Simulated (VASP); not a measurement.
# SnSe (Pm-3m) in VASP: notebook

The runs below take SnSe through relaxation of the atoms, relaxation of cell and atoms, with PBE, PBEsol.

Program: VASP 6.6.1. These are calculated values, not measurements. Logs are shortened: lines on timing, memory, paths and dates and some standing lists are left out, and cuts for length are marked.

**1. The crystal as given**

Symmetry: Pm-3m, No. 221, cubic system. The conventional cell has a = 3.182 Å, b = 3.182 Å, c = 3.182 Å, α = 90.00°, β = 90.00°, γ = 90.00°. Sn (site symmetry m-3m) is surrounded by 8 Se at 2.76 Å. Around Se (site symmetry m-3m) lie 8 Sn at 2.76 Å.

Measurements of this composition are mostly on another form, of space group No. 62.

**2. Relaxation of the atoms, PBE (a relaxed cell with its volume scaled by 1.04)**

File INCAR:

```
SYSTEM = SnSe
  ALGO = Normal
  EDIFF = 1E-7
  EDIFFG = -0.01
  ENCUT = 600
  GGA = PE
  IBRION = 2
  ISIF = 2
  ISMEAR = 0
  LASPH = .True.
  LCHARG = .False.
  LREAL = .False.
  LWAVE = .False.
  NELM = 80
  NSW = 40
  PREC = Accurate
  SIGMA = 0.03
```

File KPOINTS:

```
k-points
0
Gamma
  8 8 8
  0 0 0
```

File POSCAR:

```
SnSe                                    
1.0
    3.7340709393      0.0000000000      0.0000000000
    0.0000000000      3.7340709393      0.0000000000
    0.0000000000      0.0000000000      3.7340709393
  Sn              Se            
     1     1
Direct
     0.5000000000000000    0.5000000000000000    0.5000000000000000
     0.0000000000000000    0.0000000000000000    0.0000000000000000
```

Potentials or basis: VASP PAW PBE potentials, release 64 (Sn_d, Se).

Command:

```bash
$ cat potpaw_PBE.64/Sn_d/POTCAR potpaw_PBE.64/Se/POTCAR > POTCAR
$ mpirun -np 1 vasp_std > vasp.out
```

OUTCAR:

```text
SYSTEM = SnSe
   EDIFF = 1E-7
   EDIFFG = -0.01
   ENCUT = 600
   GGA = PE
   IBRION = 2
   ISIF = 2
   ISMEAR = 0
   LASPH = .True.
   LREAL = .False.
   NELM = 80
   NSW = 40
   PREC = Accurate

 ion  position               nearest neighbor table
   1  0.500  0.500  0.500-   2 3.23   2 3.23   2 3.23   2 3.23   2 3.23   2 3.23   2 3.23   2 3.23

   2  0.000  0.000  0.000-   1 3.23   1 3.23   1 3.23   1 3.23   1 3.23   1 3.23   1 3.23   1 3.23

  LATTYP: Found a simple cubic cell.
 ALAT       =     3.7340709393

  Lattice vectors:

 A1 = (   3.7340709393,   0.0000000000,   0.0000000000)
 A2 = (   0.0000000000,   3.7340709393,   0.0000000000)
 A3 = (   0.0000000000,   0.0000000000,   3.7340709393)

Analysis of symmetry for initial positions (statically):
=====================================================================
 Subroutine PRICEL returns:
 Original cell was already a primitive cell.

 Routine SETGRP: Setting up the symmetry group for a
 simple cubic supercell.

 Subroutine GETGRP returns: Found 48 space group operations
 (whereof 48 operations were pure point group operations)
 out of a pool of 48 trial point group operations.

The static configuration has the point symmetry O_h .

Analysis of symmetry for dynamics (positions and initial velocities):
=====================================================================
 Subroutine PRICEL returns:
 Original cell was already a primitive cell.

 Routine SETGRP: Setting up the symmetry group for a
 simple cubic supercell.

 Subroutine GETGRP returns: Found 48 space group operations
 (whereof 48 operations were pure point group operations)
 out of a pool of 48 trial point group operations.

The dynamic configuration has the point symmetry O_h .

 Subroutine INISYM returns: Found 48 space group operations
 (whereof 48 operations are pure point group operations),
 and found     1 'primitive' translations

----------------------------------------------------------------------------------------

                                     Primitive cell

  volume of cell :      52.0652

  direct lattice vectors                    reciprocal lattice vectors
     3.734070939  0.000000000  0.000000000     0.267804232  0.000000000  0.000000000
     0.000000000  3.734070939  0.000000000     0.000000000  0.267804232  0.000000000
     0.000000000  0.000000000  3.734070939     0.000000000  0.000000000  0.267804232

  length of vectors
     3.734070939  3.734070939  3.734070939     0.267804232  0.267804232  0.267804232

  position of ions in fractional coordinates (direct lattice)
     0.500000000  0.500000000  0.500000000
     0.000000000  0.000000000  0.000000000

  ion indices of the primitive-cell ions
   primitive index   ion index
                 1           1
                 2           2

----------------------------------------------------------------------------------------

 KPOINTS: k-points

Automatic generation of k-mesh.
 Grid dimensions read from file:
 generate k-points for:    8    8    8

 Generating k-lattice:

  Cartesian coordinates                     Fractional coordinates (reciprocal lattice)
     0.033475529  0.000000000  0.000000000     0.125000000  0.000000000  0.000000000
     0.000000000  0.033475529  0.000000000     0.000000000  0.125000000  0.000000000
     0.000000000  0.000000000  0.033475529     0.000000000  0.000000000  0.125000000

  Length of vectors
     0.033475529  0.033475529  0.033475529

  Shift w.r.t. Gamma in fractional coordinates (k-lattice)
     0.000000000  0.000000000  0.000000000

 Subroutine IBZKPT returns following result:
 ===========================================

 Found     35 irreducible k-points:

 Following reciprocal coordinates:
            Coordinates               Weight
  0.000000  0.000000  0.000000      1.000000
  0.125000  0.000000  0.000000      6.000000
  0.250000  0.000000  0.000000      6.000000
  0.375000  0.000000  0.000000      6.000000
  0.500000  0.000000  0.000000      3.000000
  0.125000  0.125000  0.000000     12.000000
[... 16 lines left out ...]
  0.375000  0.375000  0.125000     24.000000
  0.500000  0.375000  0.125000     24.000000
 [... further k-points ...]
   k-points           NKPTS =     35   k-points in BZ     NKDIM =     35   number of bands    NBANDS=     14
   number of dos      NEDOS =    301   number of ions     NIONS =      2
   total plane-waves  NPLWV =  27000
   dimension x,y,z NGX =    30 NGY =   30 NGZ =   30
   dimension x,y,z NGXF=    60 NGYF=   60 NGZF=   60
   ions per type =               1   1
   NGX,Y,Z   is equivalent  to a cutoff of  13.36, 13.36, 13.36 a.u.
   NGXF,Y,Z  is equivalent  to a cutoff of  26.71, 26.71, 26.71 a.u.
 SYSTEM =  SnSe
   PREC   = accura    normal or accurate (medium, high low for compatibility)
   ISTART =      0    job   : 0-new  1-cont  2-samecut
   ICHARG =      2    charge: 1-file 2-atom 10-const
   ISPIN  =      1    spin polarized calculation?
   LNONCOLLINEAR =      F non collinear calculations
   LSORBIT =      F    spin-orbit coupling
   LASPH  =      T    aspherical Exc in radial PAW
   ENCUT  =  600.0 eV  44.10 Ry    6.64 a.u.   7.46  7.46  7.46*2*pi/ulx,y,z
   NELM   =     80;   NELMIN=  2; NELMDL= -5     # of ELM steps
   EDIFF  = 0.1E-06   stopping-criterion for ELM
   LREAL  =      F    real-space projection
   EDIFFG = -.1E-01   stopping-criterion for IOM
   NSW    =     40    number of steps for IOM
   IBRION =      2    ionic relax: 0-MD 1-quasi-New 2-CG
   NFREE  =      1    steps in history (QN), initial steepest desc. (CG)
   ISIF   =      2    stress and relaxation
   ISYM   =      2    0-nonsym 1-usesym 2-fastsym
   POTIM  = 0.5000    time-step for ionic-motion
   TEBEG  =    0.0;   TEEND  =   0.0 temperature during run
   PSTRESS=    0.0 pullay stress
   NELECT =      20.0000    total number of electrons
   NUPDOWN=      -1.0000    fix difference up-down
   EMIN   =  10.00;   EMAX   =-10.00  energy-range for DOS
   EFERMI =   0.00;   METHOD = LEGACY
   ISMEAR =     0;   SIGMA  =   0.03  broadening in eV -4-tet -1-fermi 0-gaus
   EFERMI_NEDOS =   21; number of points for ismear=-14 and -15
   IALGO  =     38    algorithm
   IMIX   =      4    mixing-type and parameters
     AMIX     =   0.40;   BMIX     =  1.00
     AMIX_MAG =   1.60;   BMIX_MAG =  1.00
  volume/ion in A,a.u.               =      26.03       175.68
  Fermi-wavevector in a.u.,A,eV,Ry     =   1.190060  2.248888 19.269160  1.416243
  Thomas-Fermi vector in A             =   2.326153
   LORBIT       =      0    0 simple, 1 ext, 2 COOP (PROOUT), +10 PAW based schemes
   GGA     = PE    functional components
   LHFCALC =     F    Hartree Fock is set to
   AEXX    =    0.0000 exact exchange contribution
   IVDW    =     0    specifies the selected vdW correction
   LEPSILON=     F    determine dielectric tensor
   LRPA    =     F    only Hartree local field effects (RPA)
 conjugate gradient relaxation of ions
 non-spin polarized calculation
 Gauss-broadening in eV      SIGMA  =   0.03
  energy-cutoff  :      600.00
  volume of cell :       52.07
 maximum number of plane-waves:      1763
 NGX is ok and might be reduce to    30
   NGX = 15   NGY = 15   NGZ = 15

 number of electron      19.9999997 magnetization

 Free energy of the ion-electron system (eV)
  ---------------------------------------------------
  ext. energy  EPLUGINS =         0.00000000
  ---------------------------------------------------
  free energy    TOTEN  =        -7.69946955 eV

  energy without entropy =       -7.69848661  energy(sigma->0) =       -7.69897808

 E-fermi :   5.5966     XC(G=0):  -9.9694

 val. band max:        5.5870747670   @ k =   0.5000   0.5000   0.3750
 cond. band min:       5.8776731426   @ k =   0.2500   0.1250   0.1250
 fundamental gap:      0.2905983756
 Fermi energy:         5.5966250909

 k-point     1 :       0.0000    0.0000    0.0000
  band No.  band energies     occupation
      1     -15.9130      2.00000
      2     -15.9130      2.00000
      3     -15.8482      2.00000
      4     -15.8482      2.00000
      5     -15.8482      2.00000
      6      -7.6566      2.00000
      7      -0.1455      2.00000
      8       3.9788      2.00000
      9       3.9788      2.00000
     10       3.9788      2.00000
     11      10.2027      0.00000
     12      10.2027      0.00000
     13      11.4303      0.00000
     14      11.4303      0.00000

 k-point     2 :       0.1250    0.0000    0.0000
  band No.  band energies     occupation
      1     -15.9127      2.00000
      2     -15.9057      2.00000
      3     -15.8505      2.00000
      4     -15.8505      2.00000
      5     -15.8480      2.00000
      6      -7.5531      2.00000
      7      -0.4587      2.00000
      8       3.9546      2.00000
      9       4.1078      2.00000
     10       4.1078      2.00000
     11      10.0497      0.00000
     12      10.3511      0.00000
     13      11.0504      0.00000
     14      11.0504      0.00000

 k-point     3 :       0.2500    0.0000    0.0000
  band No.  band energies     occupation
      1     -15.9119      2.00000
      2     -15.8880      2.00000
      3     -15.8562      2.00000
      4     -15.8562      2.00000
      5     -15.8475      2.00000
      6      -7.2728      2.00000
      7      -1.2357      2.00000
      8       4.1481      2.00000
      9       4.4649      2.00000
     10       4.4649      2.00000
     11       8.6658      0.00000
     12      10.1330      0.00000
     13      10.1330      0.00000
     14      10.7946      0.00000
[... 324 lines left out ...]
 k-point    23 :       0.3750    0.3750    0.1250
  band No.  band energies     occupation
      1     -15.8822      2.00000
      2     -15.8809      2.00000
      3     -15.8629      2.00000
      4     -15.8625      2.00000
      5     -15.8462      2.00000
      6      -6.3210      2.00000
      7      -1.0051      2.00000
      8       1.4914      2.00000
      9       2.9465      2.00000
     10       4.7135      2.00000
     11       7.8325      0.00000
     12       8.9453      0.00000
     13       9.6461      0.00000
     14      13.4518      0.00000

 k-point    24 :       0.5000    0.3750    0.1250
  band No.  band energies     occupation
      1     -15.8842      2.00000
      2     -15.8804      2.00000
      3     -15.8650      2.00000
      4     -15.8623      2.00000
      5     -15.8401      2.00000
      6      -6.2128      2.00000
      7      -0.8303      2.00000
      8       1.5367      2.00000
      9       2.1018      2.00000
     10       4.9048      2.00000
     11       7.9661      0.00000
     12       8.7020      0.00000
     13       9.8027      0.00000
     14      13.1204      0.00000

 [... further k-points ...]

------------------------ aborting loop because EDIFF is reached ----------------------------------------

  FORCE on cell =-STRESS in cart. coord.  units (eV):
  Direction    XX          YY          ZZ          XY          YZ          ZX
  --------------------------------------------------------------------------------------
  -------------------------------------------------------------------------------------
  Total       -0.5823612     -0.5823612     -0.5823612      0.0000000      0.0000000     -0.0000000
  in kB      -17.9207133    -17.9207133    -17.9207133      0.0000000      0.0000000     -0.0000000
  external PRESSURE =     -17.9207133 kB  Pullay stress =       0.0000000 kB

 VOLUME and BASIS-vectors are now :
 -----------------------------------------------------------------------------
  energy-cutoff  :      600.00
  volume of cell :       52.07
      direct lattice vectors                 reciprocal lattice vectors
     3.734070939  0.000000000  0.000000000     0.267804232  0.000000000  0.000000000
     0.000000000  3.734070939  0.000000000     0.000000000  0.267804232  0.000000000
     0.000000000  0.000000000  3.734070939     0.000000000  0.000000000  0.267804232

 POSITION                                       TOTAL-FORCE (eV/Angst)
 -----------------------------------------------------------------------------------
      1.86704      1.86704      1.86704         0.000000      0.000000      0.000000
      0.00000      0.00000      0.00000         0.000000      0.000000      0.000000
 -----------------------------------------------------------------------------------
    total drift:                                0.000000      0.000000      0.000000

  FREE ENERGIE OF THE ION-ELECTRON SYSTEM (eV)
  ---------------------------------------------------
  free  energy   TOTEN  =        -7.6994695544 eV

  energy  without entropy=       -7.6984866130  energy(sigma->0) =       -7.69897808

 reached required accuracy - stopping structural energy minimisation
```

It took 13 s on 1 thread of Intel Xeon 6975P-C (Granite Rapids), shared host; peak memory 0.18 GiB.

Results:

- Free energy: -7.6995 eV
- Pressure after relaxing: -1.8 GPa
- Band gap on the k mesh: none (metal or under the smearing width)

Final structure:
```yaml
crystal:
  lattice:
    - [3.73407, 0.00000, 0.00000]
    - [0.00000, 3.73407, 0.00000]
    - [0.00000, 0.00000, 3.73407]
  atoms:
    - { symbol: Sn, position: [0.50000, 0.50000, 0.50000] }
    - { symbol: Se, position: [0.00000, 0.00000, 0.00000] }
```

Levels at points of the mesh, in eV from the Fermi level:
| k point | band 6 | band 7 | band 8 | band 9 | band 10 | band 11 | band 12 | band 13 | band 14 |
| --- | --- | --- | --- | --- | --- | --- | --- | --- | --- |
| (0.00, 0.00, 0.00) | -13.25 | -5.74 | -1.62 | -1.62 | -1.62 | 4.61 | 4.61 | 5.83 | 5.83 |
| (0.50, 0.00, 0.00) | -12.36 | -7.99 | -0.42 | -0.42 | -0.02 | 0.37 | 3.14 | 3.14 | 6.61 |
| (0.50, 0.50, 0.00) | -11.76 | -5.93 | -4.57 | -4.57 | -0.03 | 4.04 | 4.04 | 4.63 | 6.50 |
| (0.50, 0.50, 0.50) | -11.41 | -4.52 | -2.67 | -2.67 | -2.67 | -0.82 | -0.82 | -0.82 | 13.59 |

Caveat: the relaxation stopped at its first step, so nothing moved.

**3. Relaxation of the atoms, PBE (a relaxed cell with its volume scaled by 1.06)**

INCAR is that of step 2.

KPOINTS is that of step 2.

File POSCAR:

```
SnSe                                    
1.0
    3.7578554719      0.0000000000      0.0000000000
    0.0000000000      3.7578554719      0.0000000000
    0.0000000000      0.0000000000      3.7578554719
  Sn              Se            
     1     1
Direct
     0.5000000000000000    0.5000000000000000    0.5000000000000000
     0.0000000000000000    0.0000000000000000    0.0000000000000000
```

Potentials or basis: VASP PAW PBE potentials, release 64 (Sn_d, Se).

Command:

```bash
$ cat potpaw_PBE.64/Sn_d/POTCAR potpaw_PBE.64/Se/POTCAR > POTCAR
$ mpirun -np 1 vasp_std > vasp.out
```

Run time: 11 s. Hardware: 1 thread of Intel Xeon 6975P-C (Granite Rapids), shared host; peak memory 0.18 GiB.

Results (log left out):

* Free energy: -7.6863 eV
* Pressure after relaxing: -2.5 GPa
* Band gap on the k mesh: none (metal or under the smearing width)

Final structure:
```yaml
crystal:
  lattice:
    - [3.75786, 0.00000, 0.00000]
    - [0.00000, 3.75786, 0.00000]
    - [0.00000, 0.00000, 3.75786]
  atoms:
    - { symbol: Sn, position: [0.50000, 0.50000, 0.50000] }
    - { symbol: Se, position: [0.00000, 0.00000, 0.00000] }
```

Levels at points of the mesh, in eV from the Fermi level:
| k point | band 7 | band 8 | band 9 | band 10 | band 11 | band 12 | band 13 | band 14 |
| --- | --- | --- | --- | --- | --- | --- | --- | --- |
| (0.00, 0.00, 0.00) | -5.80 | -1.58 | -1.58 | -1.58 | 4.63 | 4.63 | 5.69 | 5.69 |
| (0.50, 0.00, 0.00) | -7.91 | -0.41 | -0.41 | -0.05 | 0.30 | 3.09 | 3.09 | 6.64 |
| (0.50, 0.50, 0.00) | -5.94 | -4.47 | -4.47 | -0.03 | 3.95 | 3.95 | 4.52 | 6.46 |
| (0.50, 0.50, 0.50) | -4.59 | -2.60 | -2.60 | -2.60 | -0.78 | -0.78 | -0.78 | 13.38 |

Caveat: the relaxation stopped at its first step, so nothing moved.

(Part 1 of 2 ends here.)
